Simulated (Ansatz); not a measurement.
# ZnO (zincite) (P6_3mc) in Ansatz: notebook

Runs on ZnO (zincite). Level: PBE. Tasks: single point.

All numbers are computed with Ansatz 0.2.0; they aren't measurements. Logs are shortened: lines on timing, memory, paths and dates and some standing lists are left out, and cuts for length are marked.

## (1) The structure

Symmetry: P6_3mc, No. 186, hexagonal system. The conventional cell has a = 3.249 Å, b = 3.249 Å, c = 5.206 Å, α = 90.00°, β = 90.00°, γ = 120.00°. Zn (site symmetry 3m) has 4 O at 1.97 to 1.98 Å as nearest neighbours. Around O (site symmetry 3m) lie 4 Zn at 1.97 to 1.98 Å.

## (2) Single point, PBE, 11.19 Å³/atom (volume scaled by 0.94)

Contents of input.yaml:

```yaml
crystal:
  lattice:
    - [3.1829769797, 0.0, 0.0]
    - [-1.5914884899, 2.7565389241, 0.0]
    - [0.0, 0.0, 5.0994402224]
  atoms:
    - { symbol: Zn, position: [0.6666666667, 0.3333333333, 0.0] }
    - { symbol: Zn, position: [0.3333333333, 0.6666666667, 0.5] }
    - { symbol: O, position: [0.3333333333, 0.6666666667, 0.87901] }
    - { symbol: O, position: [0.6666666667, 0.3333333333, 0.37901] }
kpoints:
  mp_grid: { grid: [9, 9, 5] }
scf:
  occupations: { method: fermi_dirac, width: 0.05 }
hamiltonian:
  xc: pbe
  pseudopotentials: { kind: all_electron, lapw: { basis_error: 0.001 } }
output:
  forces: true
  stress: true
  eigenvalues: true
```

Potentials or basis: all-electron LAPW, scalar-relativistic.

Started as:

```sh
> ansatz run input.yaml --threads 2 --pin off --max-ram 6144MiB --backend cpu --events-out ev --progress --plain --runs-dir out
```

Log:

```text
Warning: RAYON_NUM_THREADS=2 ignored (pool sized by the plan → 2); use --threads N
LAPW: plane waves up to 10.854 Å⁻¹, error target 1.0e-3 eV per atom; small_component_spin mean_spin; O in spheres of 0.866 Å, 8 of its electrons in bands, Dirac shells []; Zn in spheres of 1.067 Å, 20 of its electrons in bands, Dirac shells [] (how accurate: hamiltonian.pseudopotentials.lapw.basis_error, Limitations)
Engine: ansatz 0.2.0, aarch64-unknown-linux-gnu
Pseudopotentials: kind: all_electron
Pseudopotential: Zn, LAPW, valence charge 20, lapw/all_electron/scalar/gaussian/Zn, Koelling and Harmon's equation, gaussian nucleus
Pseudopotential: O, LAPW, valence charge 8, lapw/all_electron/scalar/gaussian/O, Koelling and Harmon's equation, gaussian nucleus
Functional definition: PBE
  parameter kappa = 0.804
  parameter beta = 0.06672455060314922
  exchange = pbe_x(kappa = kappa, mu = beta*pi^2/3)
  correlation = pbe_c(beta = beta)
Crystal: 4 atoms, lattice volume = 44.742 Å³
Basis set: ecut = 448.8132020136236 eV, 977 PW (Γ), exchange–correlation at level 2
Bands: 34, of which v1, the nominal top of the filled ones, is band 28 counted from 1 (27 counted from 0)
Symmetry: 12 space group operations
Space group: P63mc (ITA 186), of the structure as read, at distance tolerance 3.6e-5 Å
k-points: 36 of 405 (time reversal used)
Non-local potential: Zn, projectors of the file, none
Non-local potential: O, projectors of the file, none
Initial density: superposition of atomic densities (chi_scale 0.1, normalization cell, long waves kept (reshape's long-wave potential 0.00 eV rms))
Initial wavefunctions: plane waves of lowest kinetic energy (no species holds an atomic orbital)
Functional: x = pbe(κ = 0.804, μ = 0.2195149727645171), c = pbe(β = 0.06672455060314922)
iter 1 solved again at ethr=1.29e-2 eV; its pass at ethr=1.00e-1 eV (dr2=7.21e0 eV) is discarded
SCF iter   1: F=—  HF=-101846.594498 eV  |F-HF|=—  |Δ(HF+E_count)|=         —  Δρ=1.17e-1  dr2=7.22e0  ethr=1.29e-2  ⟨swp⟩=2.0  Hψ=7824  notcnv=0
preconditioner: auto → Resta (q_TF=auto, 2.832 Å⁻¹)  ε∞=6.2  [insulator: Δε(μ)=1.655 eV  Ē_g=14.587 eV  σ=0.050 eV  W_gap=1.00  n_scr=22 (ndim 8)  ℏωp=33.3 eV  f_vac=0.026  D(μ)=0.00/eV (n_scr^D=0)  ε∞_Penn≈6.2]
iter 2 solved again at ethr=3.62e-4 eV; its pass at ethr=1.29e-2 eV (dr2=2.03e-1 eV) is discarded
SCF iter   2: F=—  HF=-101843.537402 eV  |F-HF|=—  |Δ(HF+E_count)|=    3.06e0  Δρ=2.40e-2  dr2=2.02e-1  ethr=3.62e-4  ⟨swp⟩=2.0  Hψ=6398  notcnv=0
SCF iter   3: F=—  HF=-101843.431257 eV  |F-HF|=—  |Δ(HF+E_count)|=   1.06e-1  Δρ=2.65e-2  dr2=4.20e-1  ethr=3.61e-4  ⟨swp⟩=2.9  Hψ=3813  notcnv=0
SCF iter   4: F=—  HF=-101843.481205 eV  |F-HF|=—  |Δ(HF+E_count)|=         —  Δρ=9.07e-3  dr2=4.71e-2  ethr=3.61e-4  ⟨swp⟩=2.3  Hψ=3724  notcnv=0
the basis was enlarged: its passes take 419.3 KiB over the memory plan, 2 of 2 planned eigensolver slots
SCF iter   5: F=—  HF=-101843.376123 eV  |F-HF|=—  |Δ(HF+E_count)|=   1.05e-1  Δρ=3.78e-3  dr2=4.03e-3  ethr=8.40e-5  ⟨swp⟩=2.3  Hψ=3726  notcnv=0
SCF iter   6: F=—  HF=-101843.369653 eV  |F-HF|=—  |Δ(HF+E_count)|=   6.47e-3  Δρ=7.94e-4  dr2=3.77e-4  ethr=7.19e-6  ⟨swp⟩=3.0  Hψ=3984  notcnv=0
SCF iter   7: F=—  HF=-101843.370063 eV  |F-HF|=—  |Δ(HF+E_count)|=   4.11e-4  Δρ=1.73e-4  dr2=1.73e-5  ethr=6.73e-7  ⟨swp⟩=3.0  Hψ=3804  notcnv=0
SCF iter   8: F=—  HF=-101843.370081 eV  |F-HF|=—  |Δ(HF+E_count)|=   1.74e-5  Δρ=4.63e-5  dr2=1.18e-6  ethr=3.10e-8  ⟨swp⟩=3.0  Hψ=3872  notcnv=0
SCF iter   9: F=-101843.370081 eV  HF=-101843.370081 eV  |F-HF|=1.36e-8  |Δ(HF+E_count)|=   9.31e-9  Δρ=9.47e-6  dr2=4.10e-8  ethr=2.10e-9  ⟨swp⟩=3.0  Hψ=3716  notcnv=0
SCF 1 converged in 9 iterations: F = -101843.370081 eV  dr2 = 4.10e-8
SCF converged after 9 iterations
Free energy (F): -101843.370081 eV
Harris-Foulkes:  -101843.370081 eV  (|F-HF|=1.36e-8)
Internal energy: -101843.370080 eV  (E = F + TS)
E sigma→0 (E₀):  -101843.370080 eV
Entropy (-TS):   -0.000001 eV (-0.000 meV/atom)
Fermi energy:    10.636807 eV
--- Per-component energies (eV) ---
  E_band       = -3081.005729
  E_kinetic    = 103647.330488
  E_xc         = -4370.482074
  E_electrostatic = -201120.218494  (all electrons and nuclei)
  E_smearing   = -0.000001  (= −TS)
  E_closure    = 0.000000  (closes the sum)
  E_atoms      = -101825.636818  (free atoms, spherical and without spin; not in F)
  Σ components = -101843.370081   (vs F -101843.370081, Δ=0.00e0)
  Basis errors (estimates in eV, not in F): energy 4.4e-4 per atom: plane waves 4.0e-4 (2.4e-4 summed), levels above the bands 4.1e-102, relativity 1.3e-7, radial functions 4.3e-5, core shells 2.5e-9; eigenvalues (radial functions only) 3.8e-6; not estimated: angular momenta, meshes, grids; target (lapw.basis_error) 1.0e-3; muffin-tin radii O 0.866 Å, Zn 1.067 Å
--- Forces (eV/Å), atoms counted from 1 ---
  atom   1  Zn     0.00000000    -0.00000000    -0.09284116
  atom   2  Zn     0.00000000     0.00000000    -0.09284116
  atom   3  O      0.00000000     0.00000000     0.09282671
  atom   4  O     -0.00000000    -0.00000000     0.09282671
  max |Σ_I F_I| component: 2.89e-5 eV/Å
--- Stress (GPa, compression-positive) ---
       14.736876       0.000000       0.000000
        0.000000      14.736876      -0.000000
        0.000000      -0.000000      16.788100
  P = ⅓ Tr σ = 15.4206 GPa (154.206 kbar)
--- Band table (eV; the first three rows and the last of 36) ---
  k-point 0: bands = ["-494.8646", "-494.8646", "-113.3778", "-113.3775", "-67.5744", "-67.5699", "-67.5682", "-67.5682", "-67.5674", "-67.5674", "-8.4370", "-7.6046", "4.0467", "4.1194", "4.1194", "4.1667", "4.3370", "4.3370", "5.4731", "5.4731", "5.7191", "5.7191", "6.0136", "9.2618", "9.2618", "10.0524", "10.1436", "10.1436", "11.0559", "15.6178", "18.6311", "23.3435", "23.3435", "24.6574"]
  k-point 1: bands = ["-494.8646", "-494.8646", "-113.3778", "-113.3776", "-67.5739", "-67.5703", "-67.5682", "-67.5682", "-67.5675", "-67.5675", "-8.3618", "-7.6886", "3.9192", "4.0788", "4.1303", "4.1303", "4.3051", "4.3051", "5.5053", "5.5053", "5.7057", "5.7057", "6.4454", "9.3474", "9.3474", "9.3551", "10.0613", "10.0613", "11.8886", "15.2655", "18.9418", "23.3415", "23.3459", "23.3459"]
  k-point 2: bands = ["-494.8646", "-494.8646", "-113.3777", "-113.3776", "-67.5728", "-67.5714", "-67.5680", "-67.5680", "-67.5677", "-67.5677", "-8.1608", "-7.9038", "3.8153", "3.9026", "4.1681", "4.1681", "4.2342", "4.2342", "5.5817", "5.5817", "5.6590", "5.6590", "7.3648", "8.3771", "9.5705", "9.5705", "9.8435", "9.8435", "13.1500", "14.3580", "19.8534", "21.3728", "23.4703", "23.4703"]
  k-point 35: bands = ["-494.8646", "-494.8646", "-113.3775", "-113.3775", "-67.5725", "-67.5725", "-67.5699", "-67.5696", "-67.5694", "-67.5694", "-7.4594", "-7.4594", "4.0555", "4.0555", "4.2121", "4.4141", "4.9494", "4.9494", "5.4558", "5.5011", "6.0336", "6.0336", "6.3370", "6.3370", "6.9683", "7.5870", "8.7339", "8.7339", "18.1655", "18.3338", "18.4340", "18.4340", "19.5419", "19.5419"]
```

Run time: 32 s. Hardware: 2 threads of Arm Neoverse V1, shared host; peak memory 0.43 GiB.

What came out:

```
Free energy            : -101843.3701 eV
Pressure               : 15.4 GPa
Largest force          : 0.093 eV/Å
Band gap on the k mesh : 0.91 eV, direct
```

## (3) Single point, PBE, 11.42 Å³/atom (volume scaled by 0.96)

Changes to input.yaml since step 2:

```diff
@@ -2,5 +2,5 @@
   lattice:
-    - [3.1829769797, 0.0, 0.0]
-    - [-1.5914884899, 2.7565389241, 0.0]
-    - [0.0, 0.0, 5.0994402224]
+    - [3.2053930491, 0.0, 0.0]
+    - [-1.6026965246, 2.7759518096, 0.0]
+    - [0.0, 0.0, 5.1353529565]
   atoms:
```

Potentials or basis: all-electron LAPW, scalar-relativistic.

Started as:

```sh
> ansatz run input.yaml --threads 2 --pin off --max-ram 6144MiB --backend cpu --events-out ev --progress --plain --runs-dir out
```

Run time: 32 s. Hardware: 2 threads of Arm Neoverse V1, shared host; peak memory 0.43 GiB.

The run converged. Its results:

* Free energy: -101843.4499 eV
* Pressure: 11.5 GPa
* Largest force: 0.085 eV/Å
* Band gap on the k mesh: 0.88 eV, direct

## (4) Single point, PBE, 11.66 Å³/atom (volume scaled by 0.98)

Changes to input.yaml since step 3:

```diff
@@ -2,5 +2,5 @@
   lattice:
-    - [3.2053930491, 0.0, 0.0]
-    - [-1.6026965246, 2.7759518096, 0.0]
-    - [0.0, 0.0, 5.1353529565]
+    - [3.2274999067, 0.0, 0.0]
+    - [-1.6137499533, 2.7950969099, 0.0]
+    - [0.0, 0.0, 5.170770303]
   atoms:
```

Started as:

```sh
> ansatz run input.yaml --threads 2 --pin off --max-ram 6144MiB --backend cpu --events-out ev --progress --plain --runs-dir out
```

Wall time 32 s (2 threads of Arm Neoverse V1, shared host); peak memory 0.43 GiB.

Results (log left out):

| Quantity | Value |
| --- | --- |
| Free energy | -101843.5076 eV |
| Pressure | 8.0 GPa |
| Largest force | 0.077 eV/Å |
| Band gap on the k mesh | 0.85 eV, direct |

## (5) Single point, PBE, 11.90 Å³/atom

Changes to input.yaml since step 4:

```diff
@@ -2,5 +2,5 @@
   lattice:
-    - [3.2274999067, 0.0, 0.0]
-    - [-1.6137499533, 2.7950969099, 0.0]
-    - [0.0, 0.0, 5.170770303]
+    - [3.249308, 0.0, 0.0]
+    - [-1.624654, 2.8139832727, 0.0]
+    - [0.0, 0.0, 5.205709]
   atoms:
```

Started as:

```sh
> ansatz run input.yaml --threads 2 --pin off --max-ram 6144MiB --backend cpu --events-out ev --progress --plain --runs-dir out
```

Wall time 31 s (2 threads of Arm Neoverse V1, shared host); peak memory 0.43 GiB.

It converged, with:

- Free energy: -101843.5454 eV
- Pressure: 4.8 GPa
- Largest force: 0.070 eV/Å
- Band gap on the k mesh: 0.82 eV, direct

## (6) Single point, PBE, 12.14 Å³/atom (volume scaled by 1.02)

Changes to input.yaml since step 5:

```diff
@@ -2,5 +2,5 @@
   lattice:
-    - [3.249308, 0.0, 0.0]
-    - [-1.624654, 2.8139832727, 0.0]
-    - [0.0, 0.0, 5.205709]
+    - [3.2708272232, 0.0, 0.0]
+    - [-1.6354136116, 2.8326194666, 0.0]
+    - [0.0, 0.0, 5.2401848988]
   atoms:
```

Potentials or basis: all-electron LAPW, scalar-relativistic.

Started as:

```sh
> ansatz run input.yaml --threads 2 --pin off --max-ram 6144MiB --backend cpu --events-out ev --progress --plain --runs-dir out
```

It took 31 s on 2 threads of Arm Neoverse V1, shared host; peak memory 0.44 GiB.

Results (log left out):

* Free energy: -101843.5655 eV
* Pressure: 2.0 GPa
* Largest force: 0.063 eV/Å
* Band gap on the k mesh: 0.79 eV, direct

## (7) Single point, PBE, 12.38 Å³/atom (volume scaled by 1.04)

Changes to input.yaml since step 6:

```diff
@@ -2,5 +2,5 @@
   lattice:
-    - [3.2708272232, 0.0, 0.0]
-    - [-1.6354136116, 2.8326194666, 0.0]
-    - [0.0, 0.0, 5.2401848988]
+    - [3.2920669561, 0.0, 0.0]
+    - [-1.6460334781, 2.8510136149, 0.0]
+    - [0.0, 0.0, 5.2742130269]
   atoms:
```

Started as:

```sh
> ansatz run input.yaml --threads 2 --pin off --max-ram 6144MiB --backend cpu --events-out ev --progress --plain --runs-dir out
```

Wall time 31 s (2 threads of Arm Neoverse V1, shared host); peak memory 0.43 GiB.

It converged, with:

| Quantity | Value |
| --- | --- |
| Free energy | -101843.5694 eV |
| Pressure | -0.6 GPa |
| Largest force | 0.056 eV/Å |
| Band gap on the k mesh | 0.76 eV, direct |

## (8) Single point, PBE, 12.61 Å³/atom (volume scaled by 1.06)

Changes to input.yaml since step 7:

```diff
@@ -2,5 +2,5 @@
   lattice:
-    - [3.2920669561, 0.0, 0.0]
-    - [-1.6460334781, 2.8510136149, 0.0]
-    - [0.0, 0.0, 5.2742130269]
+    - [3.3130361008, 0.0, 0.0]
+    - [-1.6565180504, 2.8691734269, 0.0]
+    - [0.0, 0.0, 5.3078076462]
   atoms:
```

Started as:

```sh
> ansatz run input.yaml --threads 2 --pin off --max-ram 6144MiB --backend cpu --events-out ev --progress --plain --runs-dir out
```

It took 31 s on 2 threads of Arm Neoverse V1, shared host; peak memory 0.43 GiB.

Results (log left out):

* Free energy: -101843.5589 eV
* Pressure: -2.9 GPa
* Largest force: 0.050 eV/Å
* Band gap on the k mesh: 0.73 eV, direct
